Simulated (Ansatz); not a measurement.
**Sn: a slab and its surfaces, (111), 6 layers**

What do the surfaces of Sn (111), 6 layers cost, and how tightly do they hold an electron? The runs shown use LAPW. Companion runs by PAW are cited. Its runs: bulk in the slab's orientation (LAPW); the reference run (LAPW); atoms relaxed (LAPW); no images along the normal (LAPW).

Method: DFT, PBE, all-electron LAPW, scalar-relativistic, in Ansatz 0.2.0.

1 further run of the same task is left out (set aside as unsound or not needed).

### 1 The structure to begin with

The structure is cubic, space group Fd-3m (No. 227). The conventional cell has a = 6.656 Å, b = 6.656 Å, c = 6.656 Å, α = 90.00°, β = 90.00°, γ = 90.00°. Sn (site symmetry -43m) has 4 Sn at 2.88 Å as nearest neighbours.

As a file:

```
Sn
1.0
     0.00000    3.32797   -3.32797
    -3.32797    0.00000    3.32797
     6.65595    6.65595    6.65595
Sn
6
Direct
  0.33333 0.66667 0.20833
  0.66667 0.33333 0.54167
  0.00000 0.00000 0.87500
  0.00000 0.00000 0.12500
  0.33333 0.66667 0.45833
  0.66667 0.33333 0.79167
```

Atoms are numbered in the order of the input: Sn1, Sn2, Sn3, Sn4, Sn5, Sn6.

### 2 Bulk in the slab's orientation, LAPW

input.yaml

```yaml
crystal:
  lattice:
    - [0.0, 3.327973028, -3.327973028]
    - [-3.327973028, 0.0, 3.327973028]
    - [6.6559460559, 6.6559460559, 6.6559460559]
  atoms:
    - { symbol: Sn, position: [0.333333333, 0.666666667, 0.208333333] }
    - { symbol: Sn, position: [0.666666667, 0.333333333, 0.541666667] }
    - { symbol: Sn, position: [0.0, 0.0, 0.875] }
    - { symbol: Sn, position: [0.0, 0.0, 0.125] }
    - { symbol: Sn, position: [0.333333333, 0.666666667, 0.458333333] }
    - { symbol: Sn, position: [0.666666667, 0.333333333, 0.791666667] }
kpoints:
  mp_grid: { grid: [6, 6, 3] }
scf:
  occupations: { method: fermi_dirac, width: 0.02 }
hamiltonian:
  xc: pbe
  pseudopotentials: { kind: all_electron, lapw: { basis_error: 0.001 } }
output:
  forces: true
  stress: true
  eigenvalues: true
```

Started as:

```console
> ansatz run input.yaml --threads 2 --pin off --max-ram 4096MiB --backend cpu --events-out ev --progress --plain --runs-dir out
```

What it wrote, shortened:

```text
LAPW: plane waves up to 7.918 Å⁻¹, error target 1.0e-3 eV per atom; small_component_spin mean_spin; Sn in spheres of 1.441 Å, 22 of its electrons in bands, Dirac shells []
[...]
Pseudopotentials: kind: all_electron
Pseudopotential: Sn, LAPW, valence charge 22, Koelling and Harmon's equation, gaussian nucleus
Functional definition: PBE
[...]
Crystal: 6 atoms, lattice volume = 221.152 Å³
Basis set: ecut = 238.89432075653238 eV, 1835 PW (Γ), exchange–correlation at level 2
Bands: 80, of which v1, the nominal top of the filled ones, is band 66 counted from 1 (65 counted from 0)
Symmetry: 36 space group operations
Space group: Fd-3m (ITA 227), of the structure as read, at distance tolerance 6.0e-5 Å
k-points: 17 of 108
[...]
SCF iter   1: F=—  HF=-1008536.663900 eV  |F-HF|=—  |Δ(HF+E_count)|=         —  Δρ=1.67e-2  dr2=8.18e-1  ethr=6.14e-4  ⟨swp⟩=2.9  Hψ=8680  notcnv=0
[...]
the basis was enlarged: its passes take 252.0 KiB over the memory plan, 2 of 2 planned eigensolver slots
[...]
SCF iter   8: F=-1008536.562131 eV  HF=-1008536.562131 eV  |F-HF|=2.05e-8  |Δ(HF+E_count)|=   3.29e-7  Δρ=2.21e-6  dr2=1.39e-8  ethr=7.87e-11  ⟨swp⟩=3.0  Hψ=3988  notcnv=0
[...]
SCF converged after 8 iterations
Free energy (F): -1008536.562131 eV
[...]
E sigma→0 (E₀):  -1008536.561802 eV
Entropy (-TS):   -0.000659 eV (-0.110 meV/atom)
Fermi energy:    9.024899 eV
[...]
--- Forces (eV/Å), atoms counted from 1 ---
  atom   1  Sn    -0.02803270    -0.02803270    -0.02803270
  atom   2  Sn    -0.02803270    -0.02803270    -0.02803270
  atom   3  Sn    -0.02803270    -0.02803270    -0.02803270
  atom   4  Sn     0.02803270     0.02803270     0.02803270
  atom   5  Sn     0.02803270     0.02803270     0.02803270
  atom   6  Sn     0.02803270     0.02803270     0.02803270
[...]
--- Stress (GPa, compression-positive) ---
        0.001144      -0.107280      -0.107280
       -0.107280       0.001144      -0.107280
       -0.107280      -0.107280       0.001144
  P = ⅓ Tr σ = 0.0011 GPa (0.011 kbar)
--- Band table (eV; the first three rows and the last of 17) ---
[...]
```

Run time: 30 s. Hardware: 2 threads of AMD EPYC 7B13 (Zen 3), shared host; peak memory 0.69 GiB.

In short: pressure 0.00 GPa; no gap; largest force 0.049 eV/Å.

### 3 The slab

The slab cell holds 6 atoms: a = 4.706 Å, b = 4.706 Å, c = 24.646 Å, α = 90.00°, β = 90.00°, γ = 120.00°.

### 4 Slab as cut, LAPW

input.yaml

```yaml
crystal:
  lattice:
    - [4.7064645914, 0.0, 0.0]
    - [-2.3532322957, 4.0759178981, 0.0]
    - [0.0, 0.0, 24.6463]
  atoms:
    - { symbol: Sn, position: [0.0, 0.0, 0.3245917733] }
    - { symbol: Sn, position: [0.333333334, 0.666666666, 0.3635713786] }
    - { symbol: Sn, position: [0.333333334, 0.666666666, 0.4805101964] }
    - { symbol: Sn, position: [0.666666667, 0.333333333, 0.5194898027] }
    - { symbol: Sn, position: [0.666666667, 0.333333333, 0.6364286205] }
    - { symbol: Sn, position: [0.0, 0.0, 0.6754082267] }
kpoints:
  mp_grid: { grid: [6, 6, 1] }
scf:
  occupations: { method: fermi_dirac, width: 0.02 }
hamiltonian:
  xc: pbe
  pseudopotentials: { kind: all_electron, lapw: { basis_error: 0.001 } }
output:
  forces: true
  stress: true
  eigenvalues: true
  populations: true
  dos: { projected: true, de: 0.2, e_range: [-14, 8] }
efield:
  axis: 3
  amplitude: 0
  dipole_correction: true
```

Started as:

```console
> ansatz run input.yaml --threads 2 --pin off --max-ram 4096MiB --backend cpu --events-out ev --progress --plain --runs-dir out
```

What it wrote:

```text
Sn: projections on atomic orbitals take those of the free atom 1s2 2s2 2p6 3s2 3p6 3d10 4s2 4p6 4d10 5s2 5p2, of charge +0.00 (hamiltonian.pseudopotentials.projection_atoms)
LAPW: plane waves up to 7.918 Å⁻¹, error target 1.0e-3 eV per atom; small_component_spin mean_spin; Sn in spheres of 1.441 Å, 22 of its electrons in bands, Dirac shells []
Engine: ansatz 0.2.0
[... 3 set-up lines as earlier in the session ...]
  parameter kappa = 0.804
  parameter beta = 0.06672455060314922
  exchange = pbe_x(kappa = kappa, mu = beta*pi^2/3)
  correlation = pbe_c(beta = beta)
Crystal: 6 atoms, lattice volume = 472.794 Å³
Basis set: ecut = 238.894321834625 eV, 3945 PW (Γ), exchange–correlation at level 2
Bands: 80, of which v1, the nominal top of the filled ones, is band 66 counted from 1 (65 counted from 0)
Symmetry: 6 space group operations
k-points: 7 of 36 (time reversal used)
Non-local potential: Sn, projectors of the file, none
Initial density: superposition of atomic densities (neutral atoms: chi_scale 0, normalization atom)
Initial wavefunctions: plane waves of lowest kinetic energy (no species holds an atomic orbital)
Functional: x = pbe(κ = 0.804, μ = 0.2195149727645171), c = pbe(β = 0.06672455060314922)
iter 1 solved again at ethr=8.52e-4 eV; its pass at ethr=1.00e-1 eV (dr2=1.12e0 eV) is discarded
SCF iter   1: F=—  HF=-1008535.287645 eV  |F-HF|=—  |Δ(HF+E_count)|=         —  Δρ=1.08e-2  dr2=1.13e0  ethr=8.52e-4  p=-0.000 e·Å  D=-7.30e-15 V/Å  ΔV_dip=0.00 eV  dr2_dipole=8.52e-15  V_vac-E_F(+/−)=5.23/5.23 eV  ⟨swp⟩=2.0  Hψ=3569  notcnv=0
efield: sawtooth ramp at fractional position 0.9500 (placed from the atoms, in the widest stretch of the axis that holds none; the zero of the levels goes with the place), width 0.1000; the density the first Hamiltonian is built on has a dipole p = 0.000 e·Å; the dipole correction subtracts the counter field D = 1.10e-13 V/Å, which shifts the + side's vacuum level by -0.00 eV against the − side's; the planar-averaged density in the ramp window peaks in size at 2.3e-6 e/Å³
preconditioner: auto → LDOS  [metal: Δε(μ)=0.038 eV  Ē_g=19.937 eV  σ=0.020 eV  W_gap=0.38  n_scr=94 (ndim 8)  ℏωp=15.7 eV  f_vac=0.520  D(μ)=2.21/eV (n_scr^D=6)  β→1.0]
iter 2 solved again at ethr=2.74e-5 eV; its pass at ethr=8.52e-4 eV (dr2=3.62e-2 eV) is discarded
SCF iter   2: F=—  HF=-1008535.127866 eV  |F-HF|=—  |Δ(HF+E_count)|=   1.60e-1  Δρ=2.33e-3  dr2=3.59e-2  ethr=2.74e-5  p=-0.000 e·Å  D=-3.43e-9 V/Å  ΔV_dip=0.00 eV  dr2_dipole=2.52e-14  V_vac-E_F(+/−)=4.36/4.36 eV  ⟨swp⟩=2.4  Hψ=2988  notcnv=0
SCF iter   3: F=—  HF=-1008535.130363 eV  |F-HF|=—  |Δ(HF+E_count)|=   2.50e-3  Δρ=1.03e-3  dr2=1.15e-2  ethr=2.72e-5  p=0.000 e·Å  D=8.46e-8 V/Å  ΔV_dip=-0.00 eV  dr2_dipole=1.67e-11  V_vac-E_F(+/−)=4.35/4.35 eV  ⟨swp⟩=3.0  Hψ=1790  notcnv=0
SCF iter   4: F=—  HF=-1008535.105183 eV  |F-HF|=—  |Δ(HF+E_count)|=         —  Δρ=4.03e-4  dr2=2.40e-3  ethr=8.74e-6  p=0.000 e·Å  D=3.70e-8 V/Å  ΔV_dip=-0.00 eV  dr2_dipole=2.92e-13  V_vac-E_F(+/−)=4.33/4.33 eV  ⟨swp⟩=3.0  Hψ=1666  notcnv=0
the basis was enlarged: its passes take 468.8 KiB over the memory plan, 2 of 2 planned eigensolver slots
SCF iter   5: F=—  HF=-1008535.104788 eV  |F-HF|=—  |Δ(HF+E_count)|=   3.96e-4  Δρ=1.84e-4  dr2=3.50e-4  ethr=1.82e-6  p=0.000 e·Å  D=6.91e-9 V/Å  ΔV_dip=-0.00 eV  dr2_dipole=5.26e-13  V_vac-E_F(+/−)=4.29/4.29 eV  ⟨swp⟩=3.0  Hψ=1638  notcnv=0
SCF iter   6: F=—  HF=-1008535.104623 eV  |F-HF|=—  |Δ(HF+E_count)|=   1.65e-4  Δρ=6.49e-5  dr2=5.02e-5  ethr=2.65e-7  p=-0.000 e·Å  D=-3.23e-9 V/Å  ΔV_dip=0.00 eV  dr2_dipole=3.87e-14  V_vac-E_F(+/−)=4.28/4.28 eV  ⟨swp⟩=3.0  Hψ=1620  notcnv=0
SCF iter   7: F=—  HF=-1008535.104628 eV  |F-HF|=—  |Δ(HF+E_count)|=   5.54e-6  Δρ=2.36e-5  dr2=4.77e-6  ethr=3.80e-8  p=-0.000 e·Å  D=-3.16e-9 V/Å  ΔV_dip=0.00 eV  dr2_dipole=7.59e-16  V_vac-E_F(+/−)=4.27/4.27 eV  ⟨swp⟩=3.0  Hψ=1625  notcnv=0
SCF iter   8: F=—  HF=-1008535.104632 eV  |F-HF|=—  |Δ(HF+E_count)|=   3.78e-6  Δρ=7.11e-6  dr2=6.46e-7  ethr=3.62e-9  p=-0.000 e·Å  D=-1.55e-9 V/Å  ΔV_dip=0.00 eV  dr2_dipole=4.18e-15  V_vac-E_F(+/−)=4.27/4.27 eV  ⟨swp⟩=3.0  Hψ=1650  notcnv=0
SCF iter   9: F=-1008535.104632 eV  HF=-1008535.104632 eV  |F-HF|=9.02e-8  |Δ(HF+E_count)|=   1.41e-7  Δρ=2.88e-6  dr2=5.62e-8  ethr=4.89e-10  p=-0.000 e·Å  D=-1.19e-9 V/Å  ΔV_dip=0.00 eV  dr2_dipole=4.03e-18  V_vac-E_F(+/−)=4.27/4.27 eV  ⟨swp⟩=3.0  Hψ=1579  notcnv=0
SCF 1 converged in 9 iterations: F = -1008535.104632 eV  dr2 = 5.62e-8
SCF converged after 9 iterations
Free energy (F): -1008535.104632 eV
Harris-Foulkes:  -1008535.104632 eV  (|F-HF|=9.02e-8)
Internal energy: -1008535.097700 eV  (E = F + TS)
E sigma→0 (E₀):  -1008535.101166 eV
Entropy (-TS):   -0.006933 eV (-1.155 meV/atom)
Fermi energy:    1.885953 eV
Dipole field:    D = -0.000000 V/Å  (p = -0.000000 e·Å, saw-weighted, corrected)
Work function:   Φ+ = 4.2721 eV   Φ− = 4.2721 eV
Levels:          The Fermi level and band energies are counted from a zero that moves with the ramp; work functions are not
--- Per-component energies (eV) ---
  E_band       = -5733.748101
  E_kinetic    = 1060698.917395
  E_xc         = -26982.714984
  E_efield     = 0.000000  (sawtooth field / dipole correction)
  E_electrostatic = -2042251.300111  (all electrons and nuclei)
  E_smearing   = -0.006933  (= −TS)
  E_closure    = 0.000000  (closes the sum)
  E_atoms      = -1008513.662075  (free atoms, spherical and without spin; not in F)
  Σ components = -1008535.104632   (vs F -1008535.104632, Δ=0.00e0)
  Basis errors (estimates in eV, not in F): energy 4.6e-4 per atom: plane waves 4.3e-4 (2.5e-4 summed), levels above the bands 1.5e-115, relativity 4.6e-8, radial functions 3.5e-5, core shells 1.8e-8; eigenvalues (radial functions only) 2.6e-7; not estimated: angular momenta, meshes, grids; target (lapw.basis_error) 1.0e-3; muffin-tin radii Sn 1.441 Å
--- Forces (eV/Å), atoms counted from 1 ---
  atom   1  Sn     0.00000000    -0.00000000     0.02083291
  atom   2  Sn     0.00000000     0.00000000    -0.26151286
  atom   3  Sn     0.00000000    -0.00000000     0.22554971
  atom   4  Sn     0.00000000     0.00000000    -0.22554971
  atom   5  Sn     0.00000000    -0.00000000     0.26151289
  atom   6  Sn     0.00000000     0.00000000    -0.02083296
  max |Σ_I F_I| component: 1.50e-8 eV/Å
--- Stress (GPa, compression-positive) ---
       -0.123301       0.000000       0.000000
        0.000000      -0.123301       0.000000
        0.000000       0.000000       0.462723
  P = ⅓ Tr σ = 0.0720 GPa (0.720 kbar)
--- Band table (eV; the first three rows and the last of 7) ---
  k-point 0: bands = ["-127.4035", "-127.4020", "-127.2894", "-127.2894", "-127.2715", "-127.2715", "-83.2078", "-83.2065", "-83.1792", "-83.1792", "-83.1686", "-83.1686", "-83.1017", "-83.1017", "-83.0914", "-83.0914", "-83.0573", "-83.0573", "-83.0573", "-83.0573", "-83.0323", "-83.0323", "-83.0323", "-83.0323", "-19.5860", "-19.5860", "-19.5519", "-19.5364", "-19.5090", "-19.5090", "-19.4564", "-19.4564", "-19.4477", "-19.4477", "-19.3731", "-19.3731", "-19.3702", "-19.3702", "-19.3018", "-19.3014", "-19.2948", "-19.2948", "-19.2479", "-19.2479", "-19.2472", "-19.2385", "-19.1682", "-19.1682", "-19.1663", "-19.1663", "-19.1162", "-19.1162", "-19.1160", "-19.1160", "-7.9003", "-7.3467", "-6.8073", "-3.3215", "-1.7254", "0.0694", "1.1833", "1.1833", "1.6158", "1.6158", "1.9858", "1.9922", "1.9922", "2.2744", "2.7053", "2.8562", "4.5272", "4.5272", "5.0839", "5.0839", "5.2568", "5.2568", "5.5386", "5.7303", "6.2903", "6.6386"]
  k-point 1: bands = ["-127.4034", "-127.4021", "-127.2894", "-127.2894", "-127.2715", "-127.2715", "-83.2077", "-83.2066", "-83.1793", "-83.1785", "-83.1691", "-83.1685", "-83.1017", "-83.1017", "-83.0915", "-83.0915", "-83.0574", "-83.0574", "-83.0570", "-83.0570", "-83.0325", "-83.0325", "-83.0322", "-83.0322", "-19.5996", "-19.5917", "-19.5630", "-19.5222", "-19.4981", "-19.4930", "-19.4624", "-19.4530", "-19.4503", "-19.4413", "-19.3700", "-19.3659", "-19.3606", "-19.3539", "-19.3194", "-19.3088", "-19.3003", "-19.2979", "-19.2651", "-19.2367", "-19.2356", "-19.2233", "-19.1885", "-19.1851", "-19.1840", "-19.1795", "-19.1115", "-19.1101", "-19.1018", "-19.1015", "-7.6813", "-7.1265", "-6.5794", "-3.4638", "-2.0978", "-0.9937", "-0.1701", "0.4580", "0.7725", "1.2355", "1.5625", "1.6377", "2.4752", "3.2779", "3.4354", "3.6210", "4.4923", "5.0181", "5.1609", "5.3383", "5.7321", "5.7660", "6.0943", "6.1541", "6.3307", "6.8712"]
  k-point 2: bands = ["-127.4032", "-127.4023", "-127.2894", "-127.2894", "-127.2715", "-127.2715", "-83.2077", "-83.2070", "-83.1796", "-83.1770", "-83.1704", "-83.1682", "-83.1018", "-83.1018", "-83.0916", "-83.0916", "-83.0575", "-83.0575", "-83.0564", "-83.0564", "-83.0329", "-83.0329", "-83.0321", "-83.0321", "-19.6078", "-19.5986", "-19.5817", "-19.5058", "-19.4847", "-19.4701", "-19.4689", "-19.4455", "-19.4394", "-19.4238", "-19.3828", "-19.3691", "-19.3601", "-19.3352", "-19.3255", "-19.3128", "-19.3105", "-19.3038", "-19.2639", "-19.2316", "-19.2276", "-19.2198", "-19.2135", "-19.2035", "-19.1906", "-19.1824", "-19.1184", "-19.1153", "-19.0846", "-19.0845", "-7.0684", "-6.5217", "-5.9443", "-4.1645", "-3.3221", "-2.7634", "-0.7143", "0.1636", "0.2102", "0.6851", "1.0978", "1.2193", "2.1497", "3.0933", "3.3254", "3.5714", "4.3119", "5.4906", "5.6481", "6.1503", "6.5606", "6.7868", "6.9981", "7.1218", "7.6195", "7.7561"]
  k-point 6: bands = ["-127.4027", "-127.4027", "-127.2894", "-127.2894", "-127.2715", "-127.2715", "-83.2074", "-83.2074", "-83.1801", "-83.1736", "-83.1736", "-83.1677", "-83.1018", "-83.1018", "-83.0917", "-83.0917", "-83.0577", "-83.0577", "-83.0559", "-83.0559", "-83.0333", "-83.0333", "-83.0319", "-83.0319", "-19.6190", "-19.6004", "-19.6004", "-19.4902", "-19.4902", "-19.4559", "-19.4384", "-19.4346", "-19.4346", "-19.3951", "-19.3951", "-19.3892", "-19.3774", "-19.3225", "-19.3225", "-19.2824", "-19.2824", "-19.2725", "-19.2705", "-19.2610", "-19.2610", "-19.2497", "-19.2497", "-19.1913", "-19.1844", "-19.1756", "-19.1515", "-19.1515", "-19.0518", "-19.0518", "-5.9308", "-5.9308", "-4.9247", "-4.9187", "-4.3983", "-4.3983", "-0.9601", "-0.8216", "-0.8216", "0.1960", "0.1960", "1.5678", "1.9198", "3.8911", "3.8911", "5.3002", "5.7271", "5.7271", "6.4966", "6.5777", "6.5777", "6.8841", "7.0871", "7.0871", "7.7317", "7.8455"]
--- Löwdin populations: 6 sites ---
  site symbol       q [e]
     0     Sn     49.9670
     1     Sn     49.9963
     2     Sn     49.9666
     3     Sn     49.9666
     4     Sn     49.9963
     5     Sn     49.9670
  spilling = 0.000467 (of n_electrons = 300.000000)
```

Run time: 71 s. Hardware: 2 threads of AMD EPYC 7B13 (Zen 3), shared host; peak memory 0.93 GiB.

In short: no gap; largest force 0.262 eV/Å; work function 4.27 eV.

(Part 1 of 2 ends here.)
